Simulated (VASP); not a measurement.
# BN (Qingsongite) (F-43m) in VASP: single point with PBEsol

Aim: the single point of BN (Qingsongite) with PBEsol.

Program: VASP 6.6.1. These are calculated values, not measurements. Logs are shortened: lines on timing, memory, paths and dates and some standing lists are left out, and cuts for length are marked.

**Measured values to compare with.**

A printed reference work, monograph reports, for a bulk crystal of BN at 300 K: band gap 6.4 eV (indirect).

The results are compared with them further down.

### 1 The cell of the first run

The structure is cubic, space group F-43m (No. 216). Conventional cell: a = 3.615 Å, b = 3.615 Å, c = 3.615 Å, α = 90.00°, β = 90.00°, γ = 90.00°. Within 2.1 Å of B (site symmetry -43m) lie 4 N at 1.57 Å. Within 2.1 Å of N (site symmetry -43m) lie 4 B at 1.57 Å.

### 2 Single point, PBEsol

Input file INCAR:

```
ALGO     = Normal         # electronic algorithm
EDIFF    = 1E-6           # SCF threshold, eV
ENCUT    = 600            # plane-wave cutoff, eV
GGA      = PS             # functional
GGA_COMPAT= F            
ISIF     = 2              # what is computed and relaxed
ISMEAR   = -1             # smearing method
LASPH    = T              # aspherical terms in the spheres
LCHARG   = F              # write CHGCAR
LREAL    = F              # projectors in reciprocal space
LWAVE    = F              # write WAVECAR
NBANDS   = 11             # bands
NELM     = 120            # most SCF steps
PREC     = Accurate       # precision mode
SIGMA    = 0.1            # smearing width, eV
```

Input file KPOINTS:

```
k-points
0
Gamma
  8 8 8
```

Input file POSCAR:

```
BN
1.0
    0.0000000000      1.8075000000      1.8075000000
    1.8075000000      0.0000000000      1.8075000000
    1.8075000000      1.8075000000      0.0000000000
B N
1 1
Direct
    0.0000000000      0.0000000000      0.0000000000
    0.2500000000      0.2500000000      0.2500000000
```

Potentials or basis: VASP PAW PBE potentials, release 64 (B, N).

Launch:

```bash
> cat potpaw_PBE.64/B/POTCAR potpaw_PBE.64/N/POTCAR > POTCAR
> mpirun -np 1 vasp_std > vasp.out
```

OUTCAR:

```text
EDIFF = 1E-6
   ENCUT = 600
   GGA = PS
   ISIF = 2
   ISMEAR = -1
   LASPH = T
   LREAL = F
   NELM = 120
   PREC = Accurate

 ion  position               nearest neighbor table
   1  0.000  0.000  0.000-   2 1.57   2 1.57   2 1.57   2 1.57
   2  0.250  0.250  0.250-   1 1.57   1 1.57   1 1.57   1 1.57

  LATTYP: Found a face centered cubic cell.
 ALAT       =     3.6150000000

  Lattice vectors:

 A1 = (   0.0000000000,   1.8075000000,   1.8075000000)
 A2 = (   1.8075000000,   0.0000000000,   1.8075000000)
 A3 = (   1.8075000000,   1.8075000000,   0.0000000000)

Analysis of symmetry for initial positions (statically):
=====================================================================
 Subroutine PRICEL returns:
 Original cell was already a primitive cell.

 Routine SETGRP: Setting up the symmetry group for a
 face centered cubic supercell.

 Subroutine GETGRP returns: Found 24 space group operations
 (whereof 24 operations were pure point group operations)
 out of a pool of 48 trial point group operations.

The static configuration has the point symmetry T_d .

Analysis of symmetry for dynamics (positions and initial velocities):
=====================================================================
 Subroutine PRICEL returns:
 Original cell was already a primitive cell.

 Routine SETGRP: Setting up the symmetry group for a
 face centered cubic supercell.

 Subroutine GETGRP returns: Found 24 space group operations
 (whereof 24 operations were pure point group operations)
 out of a pool of 48 trial point group operations.

The dynamic configuration has the point symmetry T_d .

 Subroutine INISYM returns: Found 24 space group operations
 (whereof 24 operations are pure point group operations),
 and found     1 'primitive' translations

----------------------------------------------------------------------------------------

                                     Primitive cell

  volume of cell :      11.8104

  direct lattice vectors                    reciprocal lattice vectors
     0.000000000  1.807500000  1.807500000    -0.276625173  0.276625173  0.276625173
     1.807500000  0.000000000  1.807500000     0.276625173 -0.276625173  0.276625173
     1.807500000  1.807500000  0.000000000     0.276625173  0.276625173 -0.276625173

  length of vectors
     2.556191014  2.556191014  2.556191014     0.479128854  0.479128854  0.479128854

  position of ions in fractional coordinates (direct lattice)
     0.000000000  0.000000000  0.000000000
     0.250000000  0.250000000  0.250000000

  ion indices of the primitive-cell ions
   primitive index   ion index
                 1           1
                 2           2

----------------------------------------------------------------------------------------

 KPOINTS: k-points

Automatic generation of k-mesh.
 Grid dimensions read from file:
 generate k-points for:    8    8    8

 Generating k-lattice:

  Cartesian coordinates                     Fractional coordinates (reciprocal lattice)
    -0.034578147  0.034578147  0.034578147     0.125000000  0.000000000  0.000000000
     0.034578147 -0.034578147  0.034578147     0.000000000  0.125000000  0.000000000
     0.034578147  0.034578147 -0.034578147     0.000000000  0.000000000  0.125000000

  Length of vectors
     0.059891107  0.059891107  0.059891107

  Shift w.r.t. Gamma in fractional coordinates (k-lattice)
     0.000000000  0.000000000  0.000000000

 Subroutine IBZKPT returns following result:
 ===========================================

 Found     29 irreducible k-points:

 Following reciprocal coordinates:
            Coordinates               Weight
  0.000000  0.000000  0.000000      1.000000
  0.125000  0.000000  0.000000      8.000000
  0.250000  0.000000  0.000000      8.000000
  0.375000  0.000000  0.000000      8.000000
  0.500000  0.000000  0.000000      4.000000
  0.125000  0.125000  0.000000      6.000000
[... 16 lines left out ...]
  0.500000  0.250000  0.125000     48.000000
 -0.375000  0.250000  0.125000     24.000000
 [... further k-points ...]
   k-points           NKPTS =     29   k-points in BZ     NKDIM =     29   number of bands    NBANDS=     11
   number of dos      NEDOS =    301   number of ions     NIONS =      2
   total plane-waves  NPLWV =   8000
   dimension x,y,z NGX =    20 NGY =   20 NGZ =   20
   dimension x,y,z NGXF=    40 NGYF=   40 NGZF=   40
   ions per type =               1   1
   NGX,Y,Z   is equivalent  to a cutoff of  13.01, 13.01, 13.01 a.u.
   NGXF,Y,Z  is equivalent  to a cutoff of  26.01, 26.01, 26.01 a.u.
 SYSTEM =  unknown system
   PREC   = accura    normal or accurate (medium, high low for compatibility)
   ISTART =      0    job   : 0-new  1-cont  2-samecut
   ICHARG =      2    charge: 1-file 2-atom 10-const
   ISPIN  =      1    spin polarized calculation?
   LNONCOLLINEAR =      F non collinear calculations
   LSORBIT =      F    spin-orbit coupling
   LASPH  =      T    aspherical Exc in radial PAW
   ENCUT  =  600.0 eV  44.10 Ry    6.64 a.u.   5.11  5.11  5.11*2*pi/ulx,y,z
   NELM   =    120;   NELMIN=  2; NELMDL= -5     # of ELM steps
   EDIFF  = 0.1E-05   stopping-criterion for ELM
   LREAL  =      F    real-space projection
   EDIFFG = 0.1E-04   stopping-criterion for IOM
   NSW    =      0    number of steps for IOM
   IBRION =     -1    ionic relax: 0-MD 1-quasi-New 2-CG
   NFREE  =      0    steps in history (QN), initial steepest desc. (CG)
   ISIF   =      2    stress and relaxation
   ISYM   =      2    0-nonsym 1-usesym 2-fastsym
   POTIM  = 0.5000    time-step for ionic-motion
   TEBEG  =    0.0;   TEEND  =   0.0 temperature during run
   PSTRESS=    0.0 pullay stress
   NELECT =       8.0000    total number of electrons
   NUPDOWN=      -1.0000    fix difference up-down
   EMIN   =  10.00;   EMAX   =-10.00  energy-range for DOS
   EFERMI =   0.00;   METHOD = LEGACY
   ISMEAR =    -1;   SIGMA  =   0.10  broadening in eV -4-tet -1-fermi 0-gaus
   EFERMI_NEDOS =   21; number of points for ismear=-14 and -15
   IALGO  =     38    algorithm
   IMIX   =      4    mixing-type and parameters
     AMIX     =   0.40;   BMIX     =  1.00
     AMIX_MAG =   1.60;   BMIX_MAG =  1.00
  volume/ion in A,a.u.               =       5.91        39.85
  Fermi-wavevector in a.u.,A,eV,Ry     =   1.437749  2.716952 28.124920  2.067123
  Thomas-Fermi vector in A             =   2.556793
   LORBIT       =      0    0 simple, 1 ext, 2 COOP (PROOUT), +10 PAW based schemes
   GGA     = PS    functional components
   LHFCALC =     F    Hartree Fock is set to
   AEXX    =    0.0000 exact exchange contribution
   IVDW    =     0    specifies the selected vdW correction
   LEPSILON=     F    determine dielectric tensor
   LRPA    =     F    only Hartree local field effects (RPA)
 non-spin polarized calculation
  energy-cutoff  :      600.00
  volume of cell :       11.81
 maximum number of plane-waves:       411
   NGX = 11   NGY = 11   NGZ = 11

 number of electron       7.9999999 magnetization

 Free energy of the ion-electron system (eV)
  ---------------------------------------------------
  ext. energy  EPLUGINS =         0.00000000
  ---------------------------------------------------
  free energy    TOTEN  =       -18.35003674 eV

  energy without entropy =      -18.35003674  energy(sigma->0) =      -18.35003674

 E-fermi :   9.3001     XC(G=0): -13.0162

 val. band max:        7.3626199732   @ k =   0.0000   0.0000   0.0000
 cond. band min:      11.6393658488   @ k =   0.5000   0.5000   0.0000
 fundamental gap:      4.2767458756
 Fermi energy:         9.3001247362

 k-point     1 :       0.0000    0.0000    0.0000
  band No.  band energies     occupation
      1     -12.8904      2.00000
      2       7.3626      2.00000
      3       7.3626      2.00000
      4       7.3626      2.00000
      5      16.1240      0.00000
      6      16.1240      0.00000
      7      16.1240      0.00000
      8      17.6309      0.00000
      9      31.8728      0.00000
     10      35.0499      0.00000
     11      35.0499      0.00000

 k-point     2 :       0.1250    0.0000    0.0000
  band No.  band energies     occupation
      1     -12.5094      2.00000
      2       5.4736      2.00000
      3       6.9796      2.00000
      4       6.9796      2.00000
      5      16.4800      0.00000
      6      16.6974      0.00000
      7      16.6974      0.00000
      8      18.8298      0.00000
      9      31.3709      0.00000
     10      31.8349      0.00000
     11      31.8349      0.00000

 k-point     3 :       0.2500    0.0000    0.0000
  band No.  band energies     occupation
      1     -11.4022      2.00000
      2       1.8495      2.00000
      3       6.2280      2.00000
      4       6.2280      2.00000
      5      16.9414      0.00000
      6      17.6418      0.00000
      7      17.6418      0.00000
      8      20.8430      0.00000
      9      30.5043      0.00000
     10      30.7839      0.00000
     11      30.7839      0.00000

 k-point     4 :       0.3750    0.0000    0.0000
  band No.  band energies     occupation
      1      -9.7602      2.00000
      2      -1.6280      2.00000
      3       5.6304      2.00000
      4       5.6304      2.00000
      5      17.3156      0.00000
      6      17.9887      0.00000
      7      17.9887      0.00000
      8      22.0694      0.00000
      9      30.3354      0.00000
     10      32.3262      0.00000
     11      32.3262      0.00000
[... 239 lines left out ...]
 k-point    22 :       0.3750    0.2500    0.1250
  band No.  band energies     occupation
      1     -10.4578      2.00000
      2       1.6332      2.00000
      3       3.3909      2.00000
      4       5.3284      2.00000
      5      15.8268      0.00000
      6      19.1473      0.00000
      7      19.8838      0.00000
      8      20.6311      0.00000
      9      26.6427      0.00000
     10      32.8715      0.00000
     11      34.5558      0.00000

 k-point    23 :       0.5000    0.2500    0.1250
  band No.  band energies     occupation
      1      -8.9217      2.00000
      2      -0.9148      2.00000
      3       2.5784      2.00000
      4       4.3908      2.00000
      5      16.6225      0.00000
      6      18.6373      0.00000
      7      21.0543      0.00000
      8      21.9258      0.00000
      9      27.2563      0.00000
     10      32.4498      0.00000
     11      34.6993      0.00000

 k-point    24 :      -0.3750    0.2500    0.1250
  band No.  band energies     occupation
      1      -7.9116      2.00000
      2      -2.4146      2.00000
      3       2.5100      2.00000
      4       3.8815      2.00000
      5      16.7999      0.00000
      6      18.4654      0.00000
      7      21.7002      0.00000
      8      23.0596      0.00000
      9      26.6123      0.00000
     10      33.0843      0.00000
     11      34.6904      0.00000

 [... further k-points ...]
[... 5 lines left out ...]
  --------------------------------------------------------------------------------------
  -------------------------------------------------------------------------------------
  Total       -0.1943472     -0.1943472     -0.1943472      0.0000000      0.0000000     -0.0000000
  in kB      -26.3647666    -26.3647666    -26.3647666      0.0000000      0.0000000     -0.0000000
  external PRESSURE =     -26.3647666 kB  Pullay stress =       0.0000000 kB

 VOLUME and BASIS-vectors are now :
 -----------------------------------------------------------------------------
  energy-cutoff  :      600.00
  volume of cell :       11.81
      direct lattice vectors                 reciprocal lattice vectors
     0.000000000  1.807500000  1.807500000    -0.276625173  0.276625173  0.276625173
     1.807500000  0.000000000  1.807500000     0.276625173 -0.276625173  0.276625173
     1.807500000  1.807500000  0.000000000     0.276625173  0.276625173 -0.276625173

 POSITION                                       TOTAL-FORCE (eV/Angst)
 -----------------------------------------------------------------------------------
      0.00000      0.00000      0.00000        -0.000000     -0.000000     -0.000000
      0.90375      0.90375      0.90375         0.000000      0.000000      0.000000
 -----------------------------------------------------------------------------------
    total drift:                                0.000000      0.000000      0.000000

  FREE ENERGIE OF THE ION-ELECTRON SYSTEM (eV)
  ---------------------------------------------------
  free  energy   TOTEN  =       -18.3500367384 eV

  energy  without entropy=      -18.3500367383  energy(sigma->0) =      -18.35003674
```

Wall time 6.5 s (1 thread of Intel Xeon 8259CL, shared host); peak memory 0.12 GiB.

What came out:

| Item | Value |
| --- | --- |
| Free energy | -18.3500 eV |
| Pressure | -2.6 GPa |
| Band gap on the k mesh | 4.28 eV, indirect (least direct gap 8.76 eV) |

Caveat: the PAW data sets were made with another functional, which shifts forces and pressure a little.

### 3 Comparison with measurements

Step 2. A measured gap of BN is 6.4 eV (indirect; 300 K; a printed reference work, monograph); the calculated 4.28 eV misses it by -2.12 eV. The value is that of PBEsol on a finite k mesh, which can miss the band edges, without temperature or zero-point motion. Semilocal functionals fall short of measured gaps as a rule.
